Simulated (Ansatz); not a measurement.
# Ti (P6/mmm) in Ansatz: a series of runs

Aim: see how the results for Ti move with the level of theory and the settings. Levels: revPBE, BLYP. Tasks: relaxation of cell and atoms.

All numbers are computed with Ansatz 0.2.0; they aren't measurements. Logs are shortened: lines on timing, memory, paths and dates and some standing lists are left out, and cuts for length are marked.

**1. The crystal as given**

It takes space group P6/mmm (No. 191, hexagonal). Conventional cell: a = 4.567 Å, b = 4.567 Å, c = 2.826 Å, α = 90.00°, β = 90.00°, γ = 120.00°. Around Ti (site symmetry -6m2) lie 11 Ti at 2.64 to 2.99 Å. Ti (site symmetry 6/mmm) has 14 Ti at 2.83 to 2.99 Å as nearest neighbours.

This isn't the form of Ti at room conditions, which is hcp.

**2. Relaxation of cell and atoms, revPBE**

input.yaml reads:

```yaml
crystal:
  lattice:
    - [4.5673748306, 0.0, 0.0]
    - [-2.2836874153, 3.9554626319, 0.0]
    - [0.0, 0.0, 2.82624427]
  atoms:
    - { symbol: Ti, position: [0.6666666667, 0.3333333333, 0.5] }
    - { symbol: Ti, position: [0.3333333333, 0.6666666667, 0.5] }
    - { symbol: Ti, position: [0.0, 0.0, 0.0] }
hamiltonian:
  xc: revpbe
  pseudopotentials: { kind: paw }
kpoints:
  mp_grid: { grid: [7, 7, 9] }
scf:
  occupations: { method: fermi_dirac, width: 0.05 }
output:
  forces: true
  stress: true
  eigenvalues: true
relax:
  f_tol: 0.01
  max_steps: 40
  cell: { stress_tol: 0.05 }
```

Potentials or basis: Ansatz PAW.

Launch:

```bash
ansatz run input.yaml --threads 2 --pin off --max-ram 5632MiB --backend cpu --events-out ev --progress --plain --runs-dir out
```

The log of the run:

```text
Warning: RAYON_NUM_THREADS=2 ignored (pool sized by the plan → 2); use --threads N
Engine: ansatz 0.2.0, aarch64-unknown-linux-gnu
Pseudopotentials: kind: paw
Pseudopotential: Ti, paw, valence charge 12, recommended cutoff 420 eV (normal), Ti.paw.azcp
Functional definition: revPBE
  parameter kappa = 1.245
  parameter beta = 0.06672455060314922
  exchange = pbe_x(kappa = kappa, mu = beta*pi^2/3)
  correlation = pbe_c(beta = beta)
Crystal: 3 atoms, lattice volume = 51.059 Å³
Basis set: ecut = 420 eV, 975 PW (Γ), exchange–correlation on 64×64×40 points (8 copies of the dense FFT grid, shifted against one another)
Bands: 22, of which v1, the nominal top of the filled ones, is band 18 counted from 1 (17 counted from 0)
Symmetry: 24 space group operations
Space group: P6/mmm (ITA 191), of the structure as read, at distance tolerance 3.7e-5 Å
k-points: 40 of 441
Non-local potential: Ti, projectors of the file, l = 0: 3, l = 1: 2, l = 2: 3, l = 3: 1
PAW form: soft (Blöchl's): semilocal exchange-correlation on the pseudo side does not see the compensation charge
PAW frozen core: Ti, regenerated for the run's functional, and the local potential with it (the file was generated under x = pbe(κ = 0.804, μ = 0.2195149727645171), c = pbe(β = 0.06672455060314922))
PAW one-centre angular grid: Ti, 590 points (default); XC on 64 Gauss nodes
Initial density: superposition of atomic densities (neutral atoms: chi_scale 0, normalization atom), corrected by the library's trained network
Initial wavefunctions: pseudopotential atomic-orbital guess
Functional: x = revpbe(κ = 1.245, μ = 0.2195149727645171), c = pbe(β = 0.06672455060314922)
SCF iter   1: F=—  HF=-7508.377560 eV  |F-HF|=—  |Δ(HF+E_count)|=         —  Δρ=1.05e-2  dr2=7.12e-2  ethr=1.77e-3  ⟨swp⟩=4.1  Hψ=3081  notcnv=0
preconditioner: auto → none  [metal: Δε(μ)=0.021 eV  Ē_g=2.483 eV  σ=0.050 eV  W_gap=0.10  n_scr=8 (ndim 8)  ℏωp=18.0 eV  f_vac=0.000  D(μ)=2.33/eV (n_scr^D=26)  sad-step TF]
SCF iter   2: F=—  HF=-7508.371055 eV  |F-HF|=—  |Δ(HF+E_count)|=   6.51e-3  Δρ=6.49e-3  dr2=3.20e-2  ethr=1.98e-4  ⟨swp⟩=1.9  Hψ=1270  notcnv=0
SCF iter   3: F=—  HF=-7508.367783 eV  |F-HF|=—  |Δ(HF+E_count)|=   3.27e-3  Δρ=7.27e-4  dr2=5.33e-4  ethr=8.89e-5  ⟨swp⟩=2.0  Hψ=1215  notcnv=0
SCF iter   4: F=—  HF=-7508.367773 eV  |F-HF|=—  |Δ(HF+E_count)|=   9.93e-6  Δρ=2.62e-4  dr2=7.45e-5  ethr=1.48e-6  ⟨swp⟩=2.0  Hψ=1094  notcnv=0
SCF iter   5: F=—  HF=-7508.367692 eV  |F-HF|=—  |Δ(HF+E_count)|=   8.05e-5  Δρ=8.34e-5  dr2=5.53e-6  ethr=2.07e-7  ⟨swp⟩=1.5  Hψ=903  notcnv=0
SCF iter   6: F=—  HF=-7508.367692 eV  |F-HF|=—  |Δ(HF+E_count)|=   5.45e-7  Δρ=1.96e-5  dr2=3.53e-7  ethr=1.54e-8  ⟨swp⟩=1.8  Hψ=950  notcnv=0
SCF iter   7: F=-7508.367692 eV  HF=-7508.367692 eV  |F-HF|=3.08e-9  |Δ(HF+E_count)|=   2.23e-8  Δρ=2.28e-6  dr2=3.91e-9  ethr=2.78e-10  ⟨swp⟩=3.8  Hψ=2630  notcnv=0
SCF 1 converged in 7 iterations: F = -7508.367692 eV  dr2 = 3.91e-9
relax step   1: F+E_penalty+E_count = -7508.36769185 eV  Δ(F+E_penalty+E_count) = +0.000e0 eV  max|allowed force component| = 1.789e-16 eV/Å  Δτ_max = 0.0000 Å  P = +3.182 GPa  Ω = 51.059 Å³  (7 SCF iters, dr2 threshold 1.00e-7 eV, accepted)
Crystal: 3 atoms, lattice volume = 53.752 Å³
Basis set: ecut = 420 eV, 1071 PW (Γ), exchange–correlation on 64×64×40 points (8 copies of the dense FFT grid, shifted against one another)
Initial density: handed on by an earlier stage of this run
Initial wavefunctions: those handed on with the density
iter 1 solved again at ethr=2.46e-5 eV; its pass at ethr=3.10e-3 eV (dr2=8.85e-3 eV) is discarded
SCF iter   1: F=—  HF=-7508.372538 eV  |F-HF|=—  |Δ(HF+E_count)|=         —  Δρ=3.14e-3  dr2=8.95e-3  ethr=2.46e-5  ⟨swp⟩=1.0  Hψ=5618  notcnv=0
preconditioner: auto → none  [metal: Δε(μ)=0.013 eV  Ē_g=2.353 eV  σ=0.050 eV  W_gap=0.06  n_scr=8 (ndim 8)  ℏωp=17.5 eV  f_vac=0.000  D(μ)=2.68/eV (n_scr^D=26)]
SCF iter   2: F=—  HF=-7508.371669 eV  |F-HF|=—  |Δ(HF+E_count)|=   8.68e-4  Δρ=9.40e-4  dr2=5.24e-4  ethr=2.46e-5  ⟨swp⟩=2.0  Hψ=1186  notcnv=0
SCF iter   3: F=—  HF=-7508.371722 eV  |F-HF|=—  |Δ(HF+E_count)|=   5.28e-5  Δρ=2.87e-4  dr2=4.37e-5  ethr=1.45e-6  ⟨swp⟩=1.8  Hψ=954  notcnv=0
SCF iter   4: F=—  HF=-7508.371704 eV  |F-HF|=—  |Δ(HF+E_count)|=   1.83e-5  Δρ=4.73e-5  dr2=8.96e-7  ethr=1.21e-7  ⟨swp⟩=2.0  Hψ=1069  notcnv=0
iter 5 did not close the SCF: its close was put off for the readings that it lacked (scf_convergence_deferred on its scf_iter line)
SCF iter   5: F=-7508.371704 eV  HF=-7508.371704 eV  |F-HF|=8.38e-8  |Δ(HF+E_count)|=   5.09e-7  Δρ=1.13e-5  dr2=1.14e-7  ethr=2.49e-9  ⟨swp⟩=2.1  Hψ=1086  notcnv=0
SCF iter   6: F=-7508.371704 eV  HF=-7508.371704 eV  |F-HF|=2.26e-9  |Δ(HF+E_count)|=   1.11e-8  Δρ=2.58e-6  dr2=3.36e-9  ethr=3.18e-10  ⟨swp⟩=2.3  Hψ=2836  notcnv=0
SCF 2 converged in 6 iterations: F = -7508.371704 eV  dr2 = 3.36e-9
relax step   2: F+E_penalty+E_count = -7508.37170424 eV  Δ(F+E_penalty+E_count) = -4.012e-3 eV  max|allowed force component| = 2.961e-16 eV/Å  Δτ_max = 0.0000 Å  P = -2.382 GPa  Ω = 53.752 Å³  energy of the carried Pulay correction = -4.278e-4 eV  (6 SCF iters, dr2 threshold 3.00e-7 eV, accepted)
[... 23 lines left out ...]
iter 5 did not close the SCF: its close was put off for the readings that it lacked (scf_convergence_deferred on its scf_iter line)
SCF iter   5: F=-7508.381788 eV  HF=-7508.381788 eV  |F-HF|=9.09e-13  |Δ(HF+E_count)|=  3.94e-10  Δρ=1.58e-7  dr2=1.09e-11  ethr=1.00e-12  ⟨swp⟩=2.0  Hψ=1158  notcnv=0
SCF iter   6: F=-7508.381788 eV  HF=-7508.381788 eV  |F-HF|=4.55e-12  |Δ(HF+E_count)|=  4.55e-12  Δρ=4.76e-8  dr2=2.88e-12  ethr=1.00e-12  ⟨swp⟩=1.0  Hψ=1920  notcnv=0
SCF 4 converged in 6 iterations: F = -7508.381788 eV  dr2 = 2.88e-12
relax step   4: F+E_penalty+E_count = -7508.38178776 eV  Δ(F+E_penalty+E_count) = -2.702e-5 eV  max|allowed force component| = 2.282e-16 eV/Å  Δτ_max = 0.0000 Å  P = -0.001 GPa  Ω = 52.527 Å³  energy of the carried Pulay correction = -2.390e-4 eV  (6 SCF iters, dr2 threshold 7.64e-8 eV, accepted)
Initial wavefunctions: pseudopotential atomic-orbital guess (no wavefunctions were taken with the density)
iter 1 solved again at ethr=1.34e-8 eV; its pass at ethr=3.10e-3 eV (dr2=4.83e-6 eV) is discarded
SCF iter   1: F=—  HF=-7508.381994 eV  |F-HF|=—  |Δ(HF+E_count)|=         —  Δρ=1.79e-4  dr2=4.03e-7  ethr=1.34e-8  ⟨swp⟩=3.0  Hψ=5424  notcnv=0
preconditioner: auto → none  [metal: Δε(μ)=0.007 eV  Ē_g=2.409 eV  σ=0.050 eV  W_gap=0.04  n_scr=8 (ndim 8)  ℏωp=17.7 eV  f_vac=0.000  D(μ)=2.53/eV (n_scr^D=26)]
SCF iter   2: F=—  HF=-7508.381963 eV  |F-HF|=—  |Δ(HF+E_count)|=   3.14e-5  Δρ=8.92e-5  dr2=1.03e-7  ethr=1.12e-9  ⟨swp⟩=2.6  Hψ=1460  notcnv=0
SCF iter   3: F=—  HF=-7508.381974 eV  |F-HF|=—  |Δ(HF+E_count)|=   1.10e-5  Δρ=5.87e-6  dr2=7.60e-9  ethr=2.87e-10  ⟨swp⟩=2.0  Hψ=1054  notcnv=0
SCF iter   4: F=—  HF=-7508.381974 eV  |F-HF|=—  |Δ(HF+E_count)|=   3.13e-8  Δρ=1.10e-6  dr2=9.90e-11  ethr=2.11e-11  ⟨swp⟩=3.0  Hψ=1688  notcnv=0
iter 5 did not close the SCF: its close was put off for the readings that it lacked (scf_convergence_deferred on its scf_iter line)
SCF iter   5: F=-7508.381974 eV  HF=-7508.381974 eV  |F-HF|=3.64e-12  |Δ(HF+E_count)|=   1.26e-9  Δρ=1.19e-7  dr2=7.11e-12  ethr=1.00e-12  ⟨swp⟩=1.0  Hψ=880  notcnv=0
SCF iter   6: F=-7508.381974 eV  HF=-7508.381974 eV  |F-HF|=1.82e-12  |Δ(HF+E_count)|=  2.73e-12  Δρ=3.02e-8  dr2=1.18e-13  ethr=1.00e-12  ⟨swp⟩=3.6  Hψ=3430  notcnv=0
SCF 5 converged in 6 iterations: F = -7508.381974 eV  dr2 = 1.18e-13
relax step   5: F+E_penalty+E_count = -7508.38197381 eV  Δ(F+E_penalty+E_count) = -1.861e-4 eV  max|allowed force component| = 3.022e-16 eV/Å  Δτ_max = 0.0000 Å  P = -0.010 GPa  Ω = 52.527 Å³  stress off target by 1.01e-2 GPa  SCF on the basis re-selected at this cell (its energy is not comparable with the rows above)  (6 SCF iters)
basis re-selected at this cell: Δ(F+E_penalty+E_count) = -1.861e-4 eV, ΔP = -0.009 GPa vs the last step (what re-selecting the basis moved, of the pressure what is left beyond the Pulay correction that the steps carried, after the strain that the cell walked since its last selection, with what the two solves' SCF thresholds leave and, on support functions, any second-order correction that the steps lacked; it is no measure of the basis error at this ecutwfc). This SCF's stress stands 1.01e-2 GPa from its target on what of the cell is left free (relax.cell.stress_tol is 5.00e-2 GPa) and its largest allowed force component is 3.02e-16 eV/Å (relax.f_tol is 1.00e-2 eV/Å): within both
SCF converged after 6 iterations
Free energy (F): -7508.381974 eV
Harris-Foulkes:  -7508.381974 eV  (|F-HF|=1.82e-12)
Internal energy: -7508.360229 eV  (E = F + TS)
E sigma→0 (E₀):  -7508.371101 eV
Entropy (-TS):   -0.021745 eV (-7.248 meV/atom)
Fermi energy:    13.215403 eV
--- Per-component energies (eV) ---
  E_band       = -477.472262
  E_kinetic    = 816.521612
  E_local      = -2459.098270  (includes V_loc(G=0)·N_el)
  E_nonlocal   = 22.100492
  E_hartree    = 1010.124251
  E_xc         = -292.639547
  E_vxc        = -365.509449  (∫ρ·V_xc dr)
  E_paw        = -3151.826437  (= ΣΔE_a)
  E_vpaw       = -511.735566  (= ΣTr[D̂ρ^β])
  E_aug_tail   = 0.000418  (compensation charges beyond the density's cutoff)
  E_ewald      = -3453.429362
  E_core_change = -0.113384  (= ΣΔE_core)
  E_smearing   = -0.021745  (= −TS)
  E_closure    = 0.000000  (closes the sum)
  Σ components = -7508.381974   (vs F -7508.381974, Δ=0.00e0)
--- Forces (eV/Å), atoms counted from 1 ---
  atom   1  Ti    -0.00000000    -0.00000000    -0.00000000
  atom   2  Ti     0.00000000     0.00000000     0.00000000
  atom   3  Ti     0.00000000    -0.00000000     0.00000000
  max |Σ_I F_I| component: 3.70e-17 eV/Å
--- Stress (GPa, compression-positive) ---
       -0.010133       0.000000      -0.000000
       -0.000000      -0.010133       0.000000
       -0.000000       0.000000      -0.008497
  P = ⅓ Tr σ = -0.0096 GPa (-0.096 kbar)
--- Band table (eV; the first three rows and the last of 40) ---
  k-point 0: bands = ["-43.7710", "-43.5106", "-43.3599", "-20.0393", "-20.0393", "-19.9208", "-19.9208", "-19.6715", "-19.4833", "-19.4064", "-19.3734", "-19.3734", "7.1765", "11.3447", "12.5118", "12.5118", "12.5968", "12.5968", "13.1935", "13.8915", "14.4933", "14.4933"]
  k-point 1: bands = ["-43.7640", "-43.5058", "-43.3542", "-20.0290", "-20.0290", "-19.9142", "-19.9142", "-19.7177", "-19.5390", "-19.4532", "-19.3739", "-19.3739", "7.4492", "11.5483", "12.3452", "12.3452", "12.4749", "12.4749", "13.5489", "14.1222", "14.4183", "14.4183"]
  k-point 2: bands = ["-43.7460", "-43.4936", "-43.3399", "-20.0022", "-20.0022", "-19.8973", "-19.8973", "-19.8325", "-19.6793", "-19.5704", "-19.3757", "-19.3757", "8.2185", "11.9396", "11.9396", "11.9968", "12.1816", "12.1816", "14.3706", "14.3706", "14.5438", "14.7801"]
  k-point 39: bands = ["-43.7113", "-43.4070", "-43.3777", "-20.1478", "-20.0503", "-20.0091", "-19.8206", "-19.7948", "-19.7783", "-19.6758", "-19.5655", "-19.3175", "10.7045", "11.4563", "11.8632", "12.2101", "12.2214", "12.3841", "13.4712", "13.8534", "14.0947", "14.4242"]
--- Relaxed structure (4 steps of the walk, 4 accepted, 1 SCFs on fresh bases) ---
  F+E_penalty+E_count = -7508.38197381 eV   max|allowed force component| = 3.022e-16 eV/Å   (the final SCF, on the basis selected at the relaxed cell)
  cell:  # Å, volume = 52.5273 Å³
    - [4.614251466855045, 0.0, 0.0]
    - [-2.3071257334275224, 3.996058989746079, 0.0]
    - [0.0, 0.0, 2.848735208962501]
  atoms:
    - { symbol: Ti, position: [0.6666666666666666, 0.33333333333333326, 0.5] }
    - { symbol: Ti, position: [0.33333333333333326, 0.6666666666666665, 0.5] }
    - { symbol: Ti, position: [2.1445958872199773e-35, 5.410042666490654e-36, 0.0] }
```

It took 6.4 s on 2 threads of Arm Neoverse V2, shared host; peak memory 0.35 GiB.

What came out:

* Free energy: -7508.3820 eV
* Relaxed volume: 17.51 Å³/atom
* Relaxed cell: a = 4.614 Å, b = 4.614 Å, c = 2.849 Å, α = 90.00°, β = 90.00°, γ = 120.00°
* Space group after relaxing (to 0.05 Å): P6/mmm (No. 191)
* Energy gained by relaxing: 4.8 meV/atom
* Ionic steps: 5
* Pressure after relaxing: 0.0 GPa
* Band gap on the k mesh: none (metal or under the smearing width)

The path:
```csv
step,energy change (eV),largest force (eV/Å),volume (Å³)
1,0.0000,0.0000,51.06
2,-0.0040,0.0000,53.75
3,-0.0141,0.0000,52.57
4,-0.0141,0.0000,52.53
5,-0.0143,0.0000,52.53
```

Final structure:
```cif
data_structure
_symmetry_space_group_name_H-M 'P 1'
_symmetry_Int_Tables_number 1
_cell_length_a 4.6143
_cell_length_b 4.6143
_cell_length_c 2.8487
_cell_angle_alpha 90.000
_cell_angle_beta 90.000
_cell_angle_gamma 120.000
_cell_volume 52.53
loop_
_atom_site_label
_atom_site_type_symbol
_atom_site_fract_x
_atom_site_fract_y
_atom_site_fract_z
_atom_site_occupancy
Ti1 Ti 0.66667 0.33333 0.50000 1
Ti2 Ti 0.33333 0.66667 0.50000 1
Ti3 Ti 0.00000 0.00000 0.00000 1
```

Levels at points of the mesh, in eV from the Fermi level:
| k point | band 14 | band 15 | band 16 | band 17 | band 18 | band 19 | band 20 | band 21 | band 22 |
| --- | --- | --- | --- | --- | --- | --- | --- | --- | --- |
| (0.00, 0.00, 0.00) | -1.87 | -0.70 | -0.70 | -0.62 | -0.62 | -0.02 | 0.68 | 1.28 | 1.28 |

Caveat: the plane-wave basis is chosen anew once the cell has moved, so the energies of steps on either side of that aren't comparable; the PAW data sets come from PBE, with cores solved anew for the run's functional, which leaves a small shift of forces and pressure.

**3. Relaxation of cell and atoms, BLYP**

Edit input.yaml of step 2 so:

```diff
@@ -10,3 +10,3 @@
 hamiltonian:
-  xc: revpbe
+  xc: blyp
   pseudopotentials: { kind: paw }
```

Potentials or basis: Ansatz PAW.

Launch:

```bash
ansatz run input.yaml --threads 2 --pin off --max-ram 5632MiB --backend cpu --events-out ev --progress --plain --runs-dir out
```

It took 6.8 s on 2 threads of Arm Neoverse V2, shared host; peak memory 0.34 GiB.

The run converged. Its results:

```yaml
Free_energy: -7517.6989 eV
Relaxed_volume: 17.54 Å³/atom
Relaxed_cell: a = 4.612 Å, b = 4.612 Å, c = 2.856 Å, α = 90.00°, β = 90.00°, γ = 120.00°
Space_group_after_relaxing_to_0.05_Å: P6/mmm (No. 191)
Energy_gained_by_relaxing: 5.4 meV/atom
Ionic_steps: 5
Pressure_after_relaxing: 0.0 GPa
Band_gap_on_the_k_mesh: none (metal or under the smearing width)
```

The path:
```tsv
step	energy change (eV)	largest force (eV/Å)	volume (Å³)
1	0.0000	0.0000	51.06
2	-0.0040	0.0000	53.95
3	-0.0158	0.0000	52.67
4	-0.0159	0.0000	52.61
5	-0.0162	0.0000	52.61
```

Final structure:
```
Ti
1.0
     4.61216    0.00000    0.00000
    -2.30608    3.99425    0.00000
     0.00000    0.00000    2.85603
Ti
3
Cartesian
  2.3061 1.3314 1.4280
  0.0000 2.6628 1.4280
  0.0000 0.0000 0.0000
```

Levels at points of the mesh, in eV from the Fermi level:
```
           k point  band 14  band 15  band 16  band 17  band 18  band 19  band 20  band 21  band 22
(0.00, 0.00, 0.00)    -1.88    -0.66    -0.66    -0.56    -0.56    -0.05     0.62     1.20     1.20
```

Caveat: the plane-wave basis is chosen anew once the cell has moved, so the energies of steps on either side of that aren't comparable; the PAW data sets come from PBE, with cores solved anew for the run's functional, which leaves a small shift of forces and pressure.
